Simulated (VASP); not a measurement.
**VASP 6.6.1, GW calculation on PBE orbitals, SiC**

INCAR, step 1 (ground state)

```
LREAL = .FALSE.
ISMEAR = 0
GGA = PE
NELM = 120
ENCUT = 500
SIGMA = 0.01
LWAVE = .TRUE.
PREC = Accurate
LASPH = .TRUE.
EDIFF = 1E-7
LCHARG = .FALSE.
```

INCAR, step 2 (empty bands)

```
GGA = PE
EDIFF = 1E-7
LREAL = .FALSE.
LASPH = .TRUE.
LCHARG = .FALSE.
ALGO = Exact
NELM = 1
PREC = Accurate
NBANDS = 65
ISTART = 1
ISMEAR = 0
SIGMA = 0.01
ENCUT = 500
LOPTICS = .TRUE.
LWAVE = .TRUE.
```

INCAR, step 3 (GW)

```
NBANDSGW = 12
NELMGW = 1
NBANDS = 65
LCHARG = .FALSE.
NOMEGA = 64
NELM = 120
ENCUT = 500
EDIFF = 1E-7
LASPH = .TRUE.
PREC = Accurate
ISMEAR = 0
GGA = PE
ENCUTGWSOFT = 120
ENCUTGW = 120
SIGMA = 0.01
LWAVE = .FALSE.
ALGO = EVGW0
LREAL = .FALSE.
ISTART = 1
PRECFOCK = Fast
```

KPOINTS

```
KPOINTS created by Atomic Simulation Environment
0
Gamma
6 6 6
0 0 0
```

POSCAR

```
Si C
 1.0000000000000000
     0.0000000000000000    2.1800000000000002    2.1800000000000002
     2.1800000000000002    0.0000000000000000    2.1800000000000002
     2.1800000000000002    2.1800000000000002    0.0000000000000000
 Si  C
   1   1
Cartesian
  0.0000000000000000  0.0000000000000000  0.0000000000000000
  1.0900000000000001  1.0900000000000001  1.0900000000000001
```

VASP ran with the GW set of PAW datasets (8 valence electrons in the cell).

From OUTCAR

```
k-points           NKPTS =     16   k-points in BZ     NKDIM =    216   number of bands    NBANDS=     65

   NELECT =       8.0000    total number of electrons

   dimension x,y,z NGX =    24 NGY =   24 NGZ =   24
   dimension x,y,z NGXF=    48 NGYF=   48 NGZF=   48

  energy-cutoff  :      500.00
  volume of cell :       20.72
      direct lattice vectors                 reciprocal lattice vectors
     0.000000000  2.180000000  2.180000000    -0.229357798  0.229357798  0.229357798
     2.180000000  0.000000000  2.180000000     0.229357798 -0.229357798  0.229357798
     2.180000000  2.180000000  0.000000000     0.229357798  0.229357798 -0.229357798

 k-points in reciprocal lattice and weights: KPOINTS created by Atomic Simulation Env
   0.00000000  0.00000000  0.00000000       0.005
   0.16666667  0.00000000  0.00000000       0.037
   0.33333333  0.00000000  0.00000000       0.037
   0.50000000  0.00000000  0.00000000       0.019
   0.16666667  0.16666667  0.00000000       0.028
   0.33333333  0.16666667  0.00000000       0.111
   0.50000000  0.16666667  0.00000000       0.111
  -0.33333333  0.16666667  0.00000000       0.111
   ...

 QP shifts <psi_nk| G(iteration)W_0 |psi_nk>: iteration 1
 for sc-GW calculations column KS-energies equals QP-energies in previous step
 and V_xc(KS)=  KS-energies - (<T + V_ion + V_H > + <T+V_H+V_ion>^1  + <V_x>^1)

 k-point   1 :       0.0000    0.0000    0.0000
  band No.  KS-energies  QP-energies   sigma(KS)   V_xc(KS)     V^pw_x(r,r')   Z            occupation Imag(sigma)

      1      -7.6387      -8.6248     -14.1052     -12.7340     -21.6864       0.7191       2.0000       1.3485
      2       7.7606       7.2771     -15.4142     -14.8004     -17.4191       0.7878       2.0000       0.0457
      3       7.7606       7.2771     -15.4142     -14.8004     -17.4191       0.7878       2.0000       0.0457
      4       7.7606       7.2771     -15.4142     -14.8004     -17.4191       0.7878       2.0000       0.0457
      5      13.9720      14.5781     -12.3991     -13.1775      -7.3945       0.7787       0.0000      -0.0887
      6      15.0484      15.6784     -10.7458     -11.5407      -5.7554       0.7926       0.0000      -0.0860
      7      15.0484      15.6784     -10.7458     -11.5407      -5.7554       0.7926       0.0000      -0.0860
      8      15.0484      15.6784     -10.7458     -11.5407      -5.7554       0.7926       0.0000      -0.0860
      9      22.2411      22.9507     -10.5164     -11.4223      -4.5061       0.7833       0.0000      -0.2660
     10      22.2411      22.9507     -10.5164     -11.4223      -4.5061       0.7833       0.0000      -0.2660
     11      24.1969      24.4917      -9.4058      -9.7875      -2.9117       0.7724       0.0000      -0.4122
     12      25.0099      25.3323      -9.8446     -10.2636      -2.9569       0.7695       0.0000      -0.7106

 k-point   2 :       0.1667    0.0000    0.0000
  band No.  KS-energies  QP-energies   sigma(KS)   V_xc(KS)     V^pw_x(r,r')   Z            occupation Imag(sigma)

      1      -7.1003      -8.0700     -14.1561     -12.8107     -21.5826       0.7207       2.0000       1.2634
      2       5.3879       4.7194     -14.7374     -13.8720     -17.3318       0.7724       2.0000       0.0625
      3       7.4303       6.9151     -15.2858     -14.6320     -17.3551       0.7881       2.0000       0.0466
      4       7.4303       6.9151     -15.2858     -14.6320     -17.3551       0.7881       2.0000       0.0466
      5      14.0828      14.6702     -11.4867     -12.2306      -6.5885       0.7896       0.0000      -0.0838
      6      15.5662      16.2207     -10.8438     -11.6747      -5.6855       0.7876       0.0000      -0.0963
      7      15.5662      16.2207     -10.8438     -11.6747      -5.6855       0.7876       0.0000      -0.0963
      8      16.0951      16.8360     -12.1343     -13.0930      -6.7649       0.7727       0.0000      -0.1177
      9      20.7180      21.2996     -10.1506     -10.8891      -4.3227       0.7875       0.0000      -0.2396
     10      20.7180      21.2996     -10.1506     -10.8891      -4.3227       0.7875       0.0000      -0.2396
     11      23.4060      23.6199      -9.3695      -9.6420      -2.8387       0.7851       0.0000      -0.4851
     12      26.7080      27.1543     -10.0387     -10.6164      -3.0903       0.7725       0.0000      -0.6492

 k-point   3 :       0.3333    0.0000    0.0000
  band No.  KS-energies  QP-energies   sigma(KS)   V_xc(KS)     V^pw_x(r,r')   Z            occupation Imag(sigma)

      1      -5.5759      -6.5005     -14.3796     -13.1118     -21.3874       0.7294       2.0000       1.0432
      2       1.5844       0.7640     -14.0235     -12.9152     -17.9611       0.7402       2.0000       0.1839
      3       6.9161       6.3538     -15.1775     -14.4607     -17.3891       0.7845       2.0000       0.0490
      4       6.9161       6.3538     -15.1775     -14.4607     -17.3891       0.7845       2.0000       0.0490
      5      13.4241      14.0001     -11.4217     -12.1455      -6.7063       0.7958       0.0000      -0.0756
      6      15.3880      15.9961     -10.5282     -11.2957      -5.4167       0.7922       0.0000      -0.0958
      7      15.3880      15.9961     -10.5282     -11.2957      -5.4167       0.7922       0.0000      -0.0958
      8      17.6668      18.3496     -11.7566     -12.6570      -5.6976       0.7583       0.0000      -0.1987
      9      22.0176      22.6263     -10.5389     -11.3230      -4.2340       0.7763       0.0000      -0.3354
     10      22.0176      22.6263     -10.5389     -11.3230      -4.2340       0.7763       0.0000      -0.3354
     11      22.9994      23.3535     -10.0630     -10.5191      -3.5520       0.7764       0.0000      -0.4062
     12      30.3869      31.0074     -10.9443     -11.7731      -3.1855       0.7486       0.0000      -0.9677

 k-point   4 :       0.5000    0.0000    0.0000
  band No.  KS-energies  QP-energies   sigma(KS)   V_xc(KS)     V^pw_x(r,r')   Z            occupation Imag(sigma)

      1      -4.0774      -4.9366     -14.9628     -13.7849     -21.6818       0.7295       2.0000       0.8600
      2      -0.7751      -1.6660     -13.2597     -12.0478     -17.8967       0.7352       2.0000       0.3485
      3       6.7074       6.1264     -15.1604     -14.4187     -17.4377       0.7834       2.0000       0.0503
      4       6.7074       6.1264     -15.1604     -14.4187     -17.4377       0.7834       2.0000       0.0503
      5      13.1710      13.7477     -11.4828     -12.2065      -6.8290       0.7969       0.0000      -0.0731
      6      14.9734      15.5488     -10.3622     -11.0854      -5.3614       0.7957       0.0000      -0.0897
      7      14.9734      15.5488     -10.3622     -11.0854      -5.3614       0.7957       0.0000      -0.0897
      8      17.8058      18.3641     -11.0844     -11.8220      -4.9340       0.7570       0.0000      -0.2152
      9      23.9363      24.4427     -10.8229     -11.4895      -3.9415       0.7596       0.0000      -0.4416
     10      24.9487      25.5178     -10.8227     -11.5775      -3.5217       0.7540       0.0000      -0.5882
     11      24.9487      25.5178     -10.8227     -11.5775      -3.5217       0.7540       0.0000      -0.5882
     12      28.0634      28.8035     -11.2403     -12.2032      -4.2749       0.7686       0.0000      -0.7660

 k-point   5 :       0.1667    0.1667    0.0000
  band No.  KS-energies  QP-energies   sigma(KS)   V_xc(KS)     V^pw_x(r,r')   Z            occupation Imag(sigma)

      1      -6.9204      -7.8770     -14.1708     -12.8356     -21.5464       0.7165       2.0000       1.2298
      2       5.9629       5.3489     -15.1791     -14.3874     -17.6564       0.7756       2.0000       0.0583
      3       6.6522       6.0616     -14.9307     -14.1778     -17.1652       0.7844       2.0000       0.0499
      4       6.6522       6.0616     -14.9307     -14.1778     -17.1652       0.7844       2.0000       0.0499
      5      13.2867      13.7787     -10.5222     -11.1377      -5.8331       0.7993       0.0000      -0.0758
      6      15.0855      15.7881     -11.9328     -12.8329      -6.8103       0.7807       0.0000      -0.0978
      7      16.7826      17.5068     -11.2713     -12.2041      -5.8232       0.7765       0.0000      -0.1201
      8      16.7826      17.5068     -11.2713     -12.2041      -5.8232       0.7765       0.0000      -0.1201
      9      18.5857      19.1184     -10.5227     -11.2008      -4.9341       0.7856       0.0000      -0.1725
     10      23.0505      23.7569     -10.5170     -11.4165      -4.3186       0.7853       0.0000      -0.3310
     11      26.4552      26.8253      -9.9324     -10.4057      -2.9094       0.7819       0.0000      -0.7695
     12      26.4552      26.8253      -9.9324     -10.4057      -2.9094       0.7819       0.0000      -0.7695

 ...
```

```json
{
  "PBE gap on the mesh": "1.35 eV",
  "G₀W₀ gap on the mesh": "2.11 eV"
}
```

These GW values are short of the basis and mesh limit.
